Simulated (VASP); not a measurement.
# Na2S (Fm-3m) in VASP: notebook

One crystal, Na2S, is run at these levels: PBE; tasks: single point.

All numbers are computed with VASP 6.6.1; they aren't measurements. Logs are shortened: lines on timing, memory, paths and dates and some standing lists are left out, and cuts for length are marked.

## (1) Starting point

The structure is cubic, space group Fm-3m (No. 225). Conventional cell: a = 6.547 Å, b = 6.547 Å, c = 6.547 Å, α = 90.00°, β = 90.00°, γ = 90.00°. S (site symmetry m-3m) has 8 Na at 2.83 Å as nearest neighbours. Around Na (site symmetry -43m) lie 4 S at 2.83 Å.

## (2) Single point, PBE

INCAR

```
SYSTEM = Na2S
PREC = Accurate
ENCUT = 340
EDIFF = 1E-6
ISMEAR = 0
SIGMA = 0.05
LREAL = .FALSE.
LASPH = .TRUE.
NELM = 100
ALGO = Normal
ISIF = 2
LWAVE = .FALSE.
LCHARG = .FALSE.
GGA = PE
NBANDS = 17
ADDGRID = .FALSE.
```

KPOINTS

```
Automatic mesh
0
G
  5 5 5
  0 0 0
```

POSCAR

```
Na2S
1.0
    0.0000000000      3.2735000000      3.2735000000
    3.2735000000      0.0000000000      3.2735000000
    3.2735000000      3.2735000000      0.0000000000
S Na
1 2
Direct
    0.0000000000      0.0000000000      0.0000000000
    0.7500000000      0.7500000000      0.7500000000
    0.2500000000      0.2500000000      0.2500000000
```

Potentials or basis: VASP PAW PBE potentials, release 64 (S, Na_pv).

Launch:

```
cat potpaw_PBE.64/S/POTCAR potpaw_PBE.64/Na_pv/POTCAR > POTCAR
mpirun -np 1 vasp_std > vasp.out
```

OUTCAR:

```text
SYSTEM = Na2S
   PREC = Accurate
   ENCUT = 340
   EDIFF = 1E-6
   ISMEAR = 0
   LREAL = .FALSE.
   LASPH = .TRUE.
   NELM = 100
   ISIF = 2
   GGA = PE

 Found     10 irreducible k-points:

 Following reciprocal coordinates:
            Coordinates               Weight
  0.000000  0.000000  0.000000      1.000000
  0.200000  0.000000  0.000000      8.000000
  0.400000  0.000000  0.000000      8.000000
  0.200000  0.200000  0.000000      6.000000
  0.400000  0.200000  0.000000     24.000000
 -0.400000  0.200000  0.000000     24.000000
   k-points           NKPTS =     10   k-points in BZ     NKDIM =     10   number of bands    NBANDS=     17
   number of dos      NEDOS =    301   number of ions     NIONS =      3
   total plane-waves  NPLWV =  21952
   dimension x,y,z NGX =    28 NGY =   28 NGZ =   28
   dimension x,y,z NGXF=    56 NGYF=   56 NGZF=   56
   ions per type =               1   2
   NGX,Y,Z   is equivalent  to a cutoff of  10.05, 10.05, 10.05 a.u.
   NGXF,Y,Z  is equivalent  to a cutoff of  20.11, 20.11, 20.11 a.u.
 SYSTEM =  Na2S
   PREC   = accura    normal or accurate (medium, high low for compatibility)
   ISTART =      0    job   : 0-new  1-cont  2-samecut
   ICHARG =      2    charge: 1-file 2-atom 10-const
   ISPIN  =      1    spin polarized calculation?
   LNONCOLLINEAR =      F non collinear calculations
   LSORBIT =      F    spin-orbit coupling
   LASPH  =      T    aspherical Exc in radial PAW
   ENCUT  =  340.0 eV  24.99 Ry    5.00 a.u.   6.96  6.96  6.96*2*pi/ulx,y,z
   NELM   =    100;   NELMIN=  2; NELMDL= -5     # of ELM steps
   EDIFF  = 0.1E-05   stopping-criterion for ELM
[... 8 lines left out ...]
   TEBEG  =    0.0;   TEEND  =   0.0 temperature during run
   PSTRESS=    0.0 pullay stress
   NELECT =      20.0000    total number of electrons
   NUPDOWN=      -1.0000    fix difference up-down
   EMIN   =  10.00;   EMAX   =-10.00  energy-range for DOS
[... 5 lines left out ...]
     AMIX     =   0.40;   BMIX     =  1.00
     AMIX_MAG =   1.60;   BMIX_MAG =  1.00
  volume/ion in A,a.u.               =      23.39       157.81
  Fermi-wavevector in a.u.,A,eV,Ry     =   1.077447  2.036079 15.794888  1.160892
  Thomas-Fermi vector in A             =   2.213359
   LORBIT       =      0    0 simple, 1 ext, 2 COOP (PROOUT), +10 PAW based schemes
   GGA     = PE    functional components
   LHFCALC =     F    Hartree Fock is set to
   AEXX    =    0.0000 exact exchange contribution
   IVDW    =     0    specifies the selected vdW correction
   LEPSILON=     F    determine dielectric tensor
   LRPA    =     F    only Hartree local field effects (RPA)
 non-spin polarized calculation
 Gauss-broadening in eV      SIGMA  =   0.05
  energy-cutoff  :      340.00
  volume of cell :       70.16
 maximum number of plane-waves:      1006
   NGX = 13   NGY = 13   NGZ = 13

 number of electron      19.9999934 magnetization

 Free energy of the ion-electron system (eV)
  ---------------------------------------------------
  ext. energy  EPLUGINS =         0.00000000
  ---------------------------------------------------
  free energy    TOTEN  =        -9.97498065 eV

  energy without entropy =       -9.97498065  energy(sigma->0) =       -9.97498065

 E-fermi :   0.4113     XC(G=0):  -7.8125

 val. band max:        0.1782076247   @ k =   0.0000   0.0000   0.0000
 cond. band min:       2.6520598422   @ k =   0.0000   0.0000   0.0000
 fundamental gap:      2.4738522175
 Fermi energy:         0.4113314697

 k-point     1 :       0.0000    0.0000    0.0000
  band No.  band energies     occupation
      1     -22.0601      2.00000
      2     -22.0601      2.00000
      3     -22.0601      2.00000
      4     -22.0068      2.00000
      5     -22.0067      2.00000
      6     -22.0067      2.00000
[... 9 lines left out ...]
     16       9.5282      0.00000
     17      11.3796      0.00000

 k-point     2 :       0.2000    0.0000    0.0000
  band No.  band energies     occupation
      1     -22.0569      2.00000
      2     -22.0554      2.00000
      3     -22.0554      2.00000
      4     -22.0143      2.00000
      5     -22.0122      2.00000
      6     -22.0121      2.00000
[... 9 lines left out ...]
     16       9.1083      0.00000
     17      10.6051      0.00000

 k-point     3 :       0.4000    0.0000    0.0000
  band No.  band energies     occupation
      1     -22.0473      2.00000
      2     -22.0426      2.00000
      3     -22.0425      2.00000
      4     -22.0309      2.00000
      5     -22.0260      2.00000
      6     -22.0260      2.00000
[... 9 lines left out ...]
     16      10.5873      0.00000
     17      10.8345      0.00000

 k-point     4 :       0.2000    0.2000    0.0000
  band No.  band energies     occupation
      1     -22.0640      2.00000
      2     -22.0640      2.00000
      3     -22.0371      2.00000
      4     -22.0343      2.00000
      5     -22.0043      2.00000
      6     -22.0042      2.00000
[... 9 lines left out ...]
     16      10.0516      0.00000
     17      12.2386      0.00000

 k-point     5 :       0.4000    0.2000    0.0000
  band No.  band energies     occupation
      1     -22.0630      2.00000
      2     -22.0613      2.00000
      3     -22.0563      2.00000
      4     -22.0181      2.00000
      5     -22.0091      2.00000
      6     -22.0080      2.00000
[... 9 lines left out ...]
     16      11.2095      0.00000
     17      11.7621      0.00000

 k-point     6 :      -0.4000    0.2000    0.0000
  band No.  band energies     occupation
      1     -22.0696      2.00000
      2     -22.0514      2.00000
      3     -22.0480      2.00000
      4     -22.0239      2.00000
      5     -22.0213      2.00000
      6     -22.0045      2.00000
[... 9 lines left out ...]
     16      10.3949      0.00000
     17      12.0782      0.00000

 [... further k-points ...]
[... 5 lines left out ...]
  --------------------------------------------------------------------------------------
  -------------------------------------------------------------------------------------
  Total        0.1075455      0.1075455      0.1075455      0.0000000     -0.0000000      0.0000000
  in kB        2.4560412      2.4560412      2.4560412      0.0000000     -0.0000000      0.0000000
  external PRESSURE =       2.4560412 kB  Pullay stress =       0.0000000 kB

 VOLUME and BASIS-vectors are now :
 -----------------------------------------------------------------------------
  energy-cutoff  :      340.00
  volume of cell :       70.16
      direct lattice vectors                 reciprocal lattice vectors
     0.000000000  3.273500000  3.273500000    -0.152741714  0.152741714  0.152741714
     3.273500000  0.000000000  3.273500000     0.152741714 -0.152741714  0.152741714
     3.273500000  3.273500000  0.000000000     0.152741714  0.152741714 -0.152741714

 POSITION                                       TOTAL-FORCE (eV/Angst)
 -----------------------------------------------------------------------------------
      0.00000      0.00000      0.00000        -0.000000      0.000000     -0.000000
      4.91025      4.91025      4.91025         0.000000     -0.000000      0.000000
      1.63675      1.63675      1.63675        -0.000000     -0.000000      0.000000
 -----------------------------------------------------------------------------------
    total drift:                                0.000000      0.000000      0.000000

  FREE ENERGIE OF THE ION-ELECTRON SYSTEM (eV)
  ---------------------------------------------------
  free  energy   TOTEN  =        -9.9749806487 eV

  energy  without entropy=       -9.9749806487  energy(sigma->0) =       -9.97498065
```

Wall time 7.5 s (1 thread of Intel Xeon Platinum 8488C (Sapphire Rapids), shared host); peak memory 0.14 GiB.

The run converged, but some of its settings lie outside the range that counts as converged, so its numbers aren't taken as properties of the crystal.

What came out:

```
Free energy            : -9.9750 eV
Pressure               : 0.2 GPa
Band gap on the k mesh : 2.47 eV, direct
```

## (3) Single point, PBE

INCAR, as its differences from that of step 2:

```diff
@@ -2,3 +2,3 @@
 PREC = Accurate
-ENCUT = 340
+ENCUT = 400
 EDIFF = 1E-6
```

KPOINTS is that of step 2.

POSCAR is that of step 2.

Potentials or basis: VASP PAW PBE potentials, release 64 (S, Na_pv).

Launch:

```
cat potpaw_PBE.64/S/POTCAR potpaw_PBE.64/Na_pv/POTCAR > POTCAR
mpirun -np 1 vasp_std > vasp.out
```

It took 6.1 s on 1 thread of Intel Xeon Platinum 8488C (Sapphire Rapids), shared host; peak memory 0.15 GiB.

The run converged, but some of its settings lie outside the range that counts as converged, so its numbers aren't taken as properties of the crystal.

Results:

| Item | Value |
| --- | --- |
| Free energy | -9.9745 eV |
| Pressure | 0.1 GPa |
| Band gap on the k mesh | 2.48 eV, direct |

## (4) Single point, PBE

INCAR, as its differences from that of step 3:

```diff
@@ -2,3 +2,3 @@
 PREC = Accurate
-ENCUT = 400
+ENCUT = 220
 EDIFF = 1E-6
```

KPOINTS

```
Automatic mesh
0
G
  7 7 7
  0 0 0
```

POSCAR is that of step 3.

Launch:

```
cat potpaw_PBE.64/S/POTCAR potpaw_PBE.64/Na_pv/POTCAR > POTCAR
mpirun -np 1 vasp_std > vasp.out
```

It took 4 s on 1 thread of Intel Xeon Platinum 8488C (Sapphire Rapids), shared host; peak memory 0.12 GiB.

The run converged, but a check on its numbers failed (symmetry, net force, bounds or a known fault of this set-up), so they aren't taken as properties of the crystal.

Caveat: the cutoff lies under the usual one of these potentials, so the numbers hold a large basis-set error.

## (5) Single point, PBE

INCAR, as its differences from that of step 4:

```diff
@@ -2,3 +2,3 @@
 PREC = Accurate
-ENCUT = 220
+ENCUT = 460
 EDIFF = 1E-6
```

KPOINTS

```
Automatic mesh
0
G
  5 5 5
  0 0 0
```

POSCAR is that of step 4.

Launch:

```
cat potpaw_PBE.64/S/POTCAR potpaw_PBE.64/Na_pv/POTCAR > POTCAR
mpirun -np 1 vasp_std > vasp.out
```

Wall time 6.5 s (1 thread of Intel Xeon Platinum 8488C (Sapphire Rapids), shared host); peak memory 0.16 GiB.

The run converged, but some of its settings lie outside the range that counts as converged, so its numbers aren't taken as properties of the crystal.

Results:

```
Free energy            : -9.9748 eV
Pressure               : 0.3 GPa
Band gap on the k mesh : 2.48 eV, direct
```

## (6) Single point, PBE

INCAR, as its differences from that of step 5:

```diff
@@ -2,3 +2,3 @@
 PREC = Accurate
-ENCUT = 460
+ENCUT = 340
 EDIFF = 1E-6
```

KPOINTS

```
Automatic mesh
0
G
  6 6 6
  0 0 0
```

POSCAR is that of step 5.

Potentials or basis: VASP PAW PBE potentials, release 64 (S, Na_pv).

Launch:

```
cat potpaw_PBE.64/S/POTCAR potpaw_PBE.64/Na_pv/POTCAR > POTCAR
mpirun -np 1 vasp_std > vasp.out
```

It took 6.6 s on 1 thread of Intel Xeon Platinum 8488C (Sapphire Rapids), shared host; peak memory 0.14 GiB.

The run converged, but some of its settings lie outside the range that counts as converged, so its numbers aren't taken as properties of the crystal.

Results:

| Quantity | Value |
| --- | --- |
| Free energy | -9.9754 eV |
| Pressure | 0.3 GPa |
| Band gap on the k mesh | 2.47 eV, direct |

## (7) For comparison

An earlier run on the cell as given: functional PBE; potentials or basis VASP PAW PBE potentials, release 64 (S, Na_pv); cutoff 520 eV; k mesh 7 × 7 × 7; occupations fermi-dirac, width 0.05 eV; no spin polarisation.

- Pressure: 0.3 GPa
- Band gap on the k mesh: 2.48 eV, direct
